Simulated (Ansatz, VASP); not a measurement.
## HfB2: VASP beside Ansatz

```
CELL_PARAMETERS angstrom
3.11893 0.00000 0.00000
-1.55946 2.70107 0.00000
0.00000 0.00000 3.45664
ATOMIC_POSITIONS crystal
Hf 0.00000 0.00000 0.00000
B 0.33333 0.66667 0.50000
B 0.66667 0.33333 0.50000
```

Change from the starting cell: volume scaled by 0.98, crystal datasets.

Alike in both runs: task electric field gradients; functional PBEsol; k mesh 15 × 15 × 12; occupations fermi-dirac, width 0.03 eV; no spin polarisation.

```csv
,VASP,Ansatz
version,VASP 6.6.1,Ansatz 0.2.0
potentials or method,"VASP PAW PBE potentials, release 64 (Hf_pv, B), cutoff 520 eV","all-electron PAW with datasets made for the crystal, scalar-relativistic"
```

|  | VASP | Ansatz | Ansatz less VASP |
| --- | --- | --- | --- |
| pressure (GPa) | 0.7 | 0.8 | +0.11 |
| largest component of the traceless stress (GPa) | 1.16 | 1.34 | +0.184 |
| Vzz of the field gradient on the site that differs most (V/Å²) | 81.6 | 116.0 | +34.39 |

Ansatz ran all-electron here, so the differences hold the error of VASP's frozen core and of both bases. Ansatz warned: «gradients_without_spin_orbit».

Caveats: the PAW data sets were made with another functional, which shifts forces and pressure a little (VASP). Spin-orbit coupling is left out, which matters for the levels of Hf.
